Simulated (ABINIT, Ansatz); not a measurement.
**GaP (F-43m): from Born charge to LO-TO splitting**

Aim: work out the LO frequency and the static dielectric constant of GaP (F-43m) from one linear-response run, then check them.

Program: ABINIT 10.8.3. Level of theory: DFT LDA, scalar-relativistic, plane waves, PseudoDojo norm-conserving pseudopotentials. Results are calculated unless marked as measured.

### Step 1. Set-up

It takes space group F-43m (No. 216, cubic). The conventional cell has a = 5.388 Å, b = 5.388 Å, c = 5.388 Å, α = 90.00°, β = 90.00°, γ = 90.00°. Ga has 4 P at 2.33 Å nearest. P has 4 Ga at 2.33 Å nearest. Farther neighbours are not listed.

This is the cell after its relaxation at this level of theory, not the database cell from which that began.

### Step 2. What the response run gave

A linear-response run on the relaxed cell, with the response to an electric field; only its zone-centre results are used. Cutoff 49 Ha, k mesh 6×6×6 with shifts.

Numbers of over 12 decimals in the logs are rounded to 6 here.

The program printed:

```text
[banners, grids, parts of the stress and lines that vanish by symmetry left out]
- input  file    -> dfpt_gamma.abi
- output file    -> dfpt_gamma.abo
- root for input  files -> dfpt_gammai
[...]
DATASET    1 : space group F-4 3 m (#216); Bravais cF (face-center cubic)
[...]
nfft =      110592          nkpt =         432
[...]
DATASET    2 : space group F-4 3 m (#216); Bravais cF (face-center cubic)
[...]
nfft =      110592          nkpt =         432
[...]
== DATASET  1 ==================================================================
[...]
cutoff_energies: {ecut:  49.0, pawecutdg:  -1.0, }
[...]
- 15.00000   5.00000  180309                  znucl, zion, pspdat
[...]
Perturbation : derivative vs k along direction   1
[...]
-ETOT  1  -42.834804294557     -4.283E+01 2.658E+00 0.000E+00
 ETOT  2  -42.990161000648     -1.554E-01 9.657E-02 0.000E+00
 ETOT  3  -42.993568047859     -3.407E-03 5.205E-03 0.000E+00
 ETOT  4  -42.993739576939     -1.715E-04 6.428E-04 0.000E+00
 ETOT  5  -42.993751859311     -1.228E-05 5.637E-05 0.000E+00
[...]
At SCF step   22   max residual=  1.00E-20 < tolwfr=  1.00E-20 =>converged.
[...]
Perturbation : derivative vs k along direction   2
[...]
-ETOT  1  -42.834804294259     -4.283E+01 2.658E+00 0.000E+00
[...]
At SCF step   22   max residual=  1.00E-20 < tolwfr=  1.00E-20 =>converged.
[...]
Perturbation : derivative vs k along direction   3
[...]
-ETOT  1  -42.834804293961     -4.283E+01 2.658E+00 0.000E+00
[...]
At SCF step   22   max residual=  1.00E-20 < tolwfr=  1.00E-20 =>converged.
[...]
1        1       1.8447684209   -0.0000000000
     1        2      -0.9223842105    0.0000000000
     1        3      -0.9223842105   -0.0000000000
     2        1      -0.9223842105    0.0000000000
     2        2       1.8447684209   -0.0000000000
     2        3       0.9223842105   -0.0000000000
     3        1      -0.9223842105   -0.0000000000
     3        2       0.9223842105   -0.0000000000
     3        3       1.8447684209    0.0000000000
[...]
== DATASET  2 ==================================================================
[...]
cutoff_energies: {ecut:  49.0, pawecutdg:  -1.0, }
[...]
Perturbation : displacement of atom   1   along direction   1
[...]
-ETOT  1   23.826143749654     -3.102E+04 3.393E+01 1.567E+02
[...]
At SCF step   11       vres2   =  4.49E-11 < tolvrs=  1.00E-10 =>converged.
[...]
At SCF step   10       vres2   =  1.83E-11 < tolvrs=  1.00E-10 =>converged.
[...]
-ETOT  1   3.923805     -1.045E+02 2.120E+00 1.924E+04
[...]
ETOT  9  0.863759     -1.662E-10 3.435E-10 5.043E-09
 ETOT 10  0.863759     -1.025E-11 1.882E-11 1.806E-11
 At SCF step   10       vres2   =  1.81E-11 < tolvrs=  1.00E-10 =>converged.
[...]
Dielectric tensor, in cartesian coordinates,
[...]
1    4   1    4        10.7632684452        -0.0000000000
   1    4   2    4         0.0000000000        -0.0000000000
   1    4   3    4         0.0000000000        -0.0000000000
   2    4   1    4         0.0000000000        -0.0000000000
   2    4   2    4        10.7632684452        -0.0000000000
   2    4   3    4        -0.0000000000        -0.0000000000
   3    4   1    4         0.0000000000        -0.0000000000
   3    4   2    4        -0.0000000000        -0.0000000000
   3    4   3    4        10.7632684452        -0.0000000000
  Effective charges, in cartesian coordinates,
[...]
1    1   1    4         2.0463925272         0.0000000000
   2    1   1    4         0.0000000000         0.0000000000
   3    1   1    4        -0.0000000000         0.0000000000
   1    2   1    4        -2.0550180824         0.0000000000
   2    2   1    4        -0.0000000000         0.0000000000
[...]
Effective charges, in cartesian coordinates,
[...]
Rigid-atom elastic tensor , in cartesian coordinates,
[...]
Rigid-atom proper piezoelectric tensor, in cartesian coordinates,
[...]
2    4   2    6         0.0135124813         0.0000000000
   2    4   3    6        -0.0000000000         0.0000000000
   3    4   1    5         0.0000000000         0.0000000000
   3    4   2    5         0.0000000000         0.0000000000
   3    4   3    5         0.0000000000         0.0000000000
   3    4   1    6         0.0000000000         0.0000000000
   3    4   2    6         0.0000000000         0.0000000000
   3    4   3    6         0.0135124832         0.0000000000
  Phonon wavevector (reduced coordinates) :  0.00000  0.00000  0.00000
 Phonon energies in Hartree :
[...]
Phonon frequencies in cm-1    :
-  8.959698E-01  8.959699E-01  8.959701E-01  3.651122E+02  3.651122E+02
-  3.651122E+02
  Phonon at Gamma, with non-analyticity in the
[...]
Phonon energies in Hartree :
[...]
Phonon frequencies in cm-1    :
-  8.959698E-01  8.959699E-01  9.363493E-01  3.651122E+02  3.651122E+02
-  3.953151E+02
  Phonon at Gamma, with non-analyticity in the
[...]
Phonon energies in Hartree :
[...]
Phonon frequencies in cm-1    :
-  8.959698E-01  8.959701E-01  9.363491E-01  3.651122E+02  3.651122E+02
-  3.953151E+02
  Phonon at Gamma, with non-analyticity in the
[...]
Phonon energies in Hartree :
[...]
Phonon frequencies in cm-1    :
-  8.959699E-01  8.959700E-01  9.363490E-01  3.651122E+02  3.651122E+02
-  3.953151E+02
[...]
fcart2     0.0000000000E+00  0.0000000000E+00  0.0000000000E+00
           strten2     0.0000000000E+00  0.0000000000E+00  0.0000000000E+00
================================================================================
```

| quantity | value |
| --- | --- |
| cell volume Ω (Å³) | 39.095 |
| mass of Ga (u) | 69.723 |
| mass of P (u) | 30.974 |
| Born charge of Ga, raw (e) | 2.046 |
| Born charge of P, raw (e) | -2.055 |
| ε∞ | 10.763 |
| ω(TO) after the sum rule (cm⁻¹) | 365.1 |

### Step 3. The calculation

The charges must sum to zero over the cell; taking off their mean, -0.004 e, leaves Z* = 2.051 e on Ga. In the polar mode Ga moves against P, so the reduced mass is μ = 69.72 × 30.97 / 100.70 = 21.446 u.

A longitudinal wave builds up a field that adds to the restoring force: ω(LO)² = ω(TO)² + 4π Z*² / (μ Ω ε∞), in Hartree atomic units. With μ = 39094 electron masses and Ω = 263.83 bohr³ the second term is 4.7603e-07 Ha², or 22930 cm⁻² (1 Ha = 219474.6 cm⁻¹).

So ω(LO) = √(133305 + 22930) = 395.3 cm⁻¹, and by the Lyddane-Sachs-Teller relation ε₀ = ε∞ (ω(LO)/ω(TO))² = 12.61.

### Step 4. Check against the program

The analysis program adds the same non-analytic term to the full matrix.

The program printed:

```text
[banners, grids, parts of the stress and lines that vanish by symmetry left out]
-outvars_anaddb: echo values of input variables ----------------------

 Flags :
[...]
Dielectric Tensor and Effective Charges
[...]
Effective charge tensors after
[...]
Phonon wavevector (reduced coordinates) :  0.00000  0.00000  0.00000
 Phonon energies in Hartree :
[...]
Phonon energies in meV     :
-  0.000000E+00  0.000000E+00  0.000000E+00  4.526808E+01  4.526808E+01
-  4.526808E+01
 Phonon frequencies in cm-1    :
-  0.000000E+00  0.000000E+00  0.000000E+00  3.651117E+02  3.651117E+02
-  3.651117E+02
 Phonon frequencies in Thz     :
-  0.000000E+00  0.000000E+00  0.000000E+00  1.094577E+01  1.094577E+01
-  1.094577E+01
 Phonon energies in Kelvin  :
-  0.000000E+00  0.000000E+00  0.000000E+00  5.253142E+02  5.253142E+02
-  5.253142E+02
[...]
-  1  0.00000000E+00  0.00000000E+00 -2.33406097E-03
-     0.00000000E+00  0.00000000E+00  0.00000000E+00
-  2  0.00000000E+00  0.00000000E+00 -2.33406097E-03
-     0.00000000E+00  0.00000000E+00  0.00000000E+00
[...]
-  1  0.00000000E+00 -2.33406097E-03  0.00000000E+00
-     0.00000000E+00  0.00000000E+00  0.00000000E+00
-  2  0.00000000E+00 -2.33406097E-03  0.00000000E+00
-     0.00000000E+00  0.00000000E+00  0.00000000E+00
[...]
-  1  2.33406097E-03  0.00000000E+00  0.00000000E+00
-     0.00000000E+00  0.00000000E+00  0.00000000E+00
-  2  2.33406097E-03  0.00000000E+00  0.00000000E+00
-     0.00000000E+00  0.00000000E+00  0.00000000E+00
[...]
-  1  0.00000000E+00  1.97559157E-07  1.55568312E-03
-     0.00000000E+00  0.00000000E+00  0.00000000E+00
-  2  0.00000000E+00 -4.44712435E-07 -3.50189602E-03
-     0.00000000E+00  0.00000000E+00  0.00000000E+00
[...]
-  1  1.80814040E-07  1.55568311E-03 -1.97560739E-07
-     0.00000000E+00  0.00000000E+00  0.00000000E+00
-  2 -4.07018601E-07 -3.50189600E-03  4.44715994E-07
-     0.00000000E+00  0.00000000E+00  0.00000000E+00
[...]
-  1  1.55568312E-03 -1.80815767E-07  0.00000000E+00
-     0.00000000E+00  0.00000000E+00  0.00000000E+00
-  2 -3.50189603E-03  4.07022490E-07  0.00000000E+00
-     0.00000000E+00  0.00000000E+00  0.00000000E+00
[...]
-     1          0.000000    -0.000000     0.000000     0.000000
-     2         -0.000000     0.000000     0.000000     0.000000
-     3         -0.000000    -0.000000    -0.000000     0.000000
-     4          0.000024     0.000344     2.706651     2.706651
-     5          0.000315     2.706651    -0.000344     2.706651
-     6          2.706651    -0.000315    -0.000024     2.706651
[...]
-   1     Real    0.0000E+00  0.0000E+00  0.0000E+00  0.0000E+00  0.0000E+00  0.0000E+00  0.0000E+00
[...]
-     0.00000000E+00  0.00000000E+00  0.00000000E+00
-  2  0.00000000E+00  0.00000000E+00 -2.33406097E-03
-     0.00000000E+00  0.00000000E+00  0.00000000E+00
[...]
Phonon at Gamma, with non-analyticity in the
[...]
Phonon energies in Hartree :
[...]
Phonon energies in meV     :
-  0.000000E+00  0.000000E+00  0.000000E+00  4.526808E+01  4.526808E+01
-  4.900695E+01
 Phonon frequencies in cm-1    :
-  0.000000E+00  0.000000E+00  0.000000E+00  3.651117E+02  3.651117E+02
-  3.952677E+02
 Phonon frequencies in Thz     :
-  0.000000E+00  0.000000E+00  0.000000E+00  1.094577E+01  1.094577E+01
-  1.184983E+01
 Phonon energies in Kelvin  :
-  0.000000E+00  0.000000E+00  0.000000E+00  5.253142E+02  5.253142E+02
-  5.687020E+02
[...]
Phonon at Gamma, with non-analyticity in the
[...]
Phonon energies in Hartree :
[...]
Phonon energies in meV     :
-  0.000000E+00  0.000000E+00  0.000000E+00  4.526808E+01  4.526808E+01
-  4.900695E+01
 Phonon frequencies in cm-1    :
-  0.000000E+00  0.000000E+00  0.000000E+00  3.651117E+02  3.651117E+02
-  3.952677E+02
 Phonon frequencies in Thz     :
-  0.000000E+00  0.000000E+00  0.000000E+00  1.094577E+01  1.094577E+01
-  1.184983E+01
 Phonon energies in Kelvin  :
-  0.000000E+00  0.000000E+00  0.000000E+00  5.253142E+02  5.253142E+02
-  5.687020E+02
[...]
-  1  0.00000000E+00  2.33406096E-03  0.00000000E+00
-     0.00000000E+00  0.00000000E+00  0.00000000E+00
-  2  0.00000000E+00  2.33406096E-03  0.00000000E+00
-     0.00000000E+00  0.00000000E+00  0.00000000E+00
[...]
-  1  2.33406097E-03  0.00000000E+00  0.00000000E+00
-     0.00000000E+00  0.00000000E+00  0.00000000E+00
-  2  2.33406097E-03  0.00000000E+00  0.00000000E+00
-     0.00000000E+00  0.00000000E+00  0.00000000E+00
[...]
-  1  2.30167551E-04  9.66739766E-04 -1.19690732E-03
-     0.00000000E+00  0.00000000E+00  0.00000000E+00
-  2 -5.18115047E-04 -2.17616435E-03  2.69427940E-03
-     0.00000000E+00  0.00000000E+00  0.00000000E+00
[...]
-  1  1.24918223E-03 -8.23922059E-04 -4.25260166E-04
-     0.00000000E+00  0.00000000E+00  0.00000000E+00
-  2 -2.81195201E-03  1.85467680E-03  9.57275212E-04
-     0.00000000E+00  0.00000000E+00  0.00000000E+00
[...]
Direction                     Dielectric constant
[...]
Elastic Tensor (clamped ion) (unit:10^2GP):
[...]
Elastic Tensor (relaxed ion) (unit:10^2GP):
[...]
Calculation of the tensor related to piezoelectric effetc
[...]
Proper piezoelectric constants (clamped ion) (unit:c/m^2)
[...]
Increase cutoff energy or k-points sampling.
[...]
Proper piezoelectric constants (relaxed ion) (unit:c/m^2)
[...]
0.00000000      0.12671960      0.00000000
     -0.00000000      0.00000000      0.12671967
-
```

| quantity | by hand | program |
| --- | --- | --- |
| ω(LO) (cm⁻¹) | 395.3 | 395.3 |
| ε₀ | 12.61 | 12.61 |

### Step 5. What came out

```yaml
to_mode: 365.1 cm⁻¹
lo_mode: 395.3 cm⁻¹
static_dielectric_constant: 12.61
```

What this shows: The LO mode of GaP (F-43m) lies at 395 cm⁻¹, 30 cm⁻¹ above the TO mode; the formula meets the program within 0.1 cm⁻¹, as it must for a cubic crystal with one polar mode. ω(LO)² − ω(TO)² goes with Z*²/ε∞: an error of 5 % in ε∞ would move the LO mode by 1.4 cm⁻¹, and semilocal functionals tend to overestimate ε∞. These are harmonic values at zero temperature, at the volume of this functional, for the structure held cubic; stability elsewhere in the zone is no part of this calculation.

[Host names and launcher messages were left out of these logs when they were recorded.]

[Logs are printed without paths, hosts, clocks, repeated set-up lines and the standing remarks that a program may print on its own settings, such as how far it seeks lower states.]

[Hosts, paths, dates, database ids (printed as entryN), source tags and the programs' standing remarks are cut or masked in the printed files.]
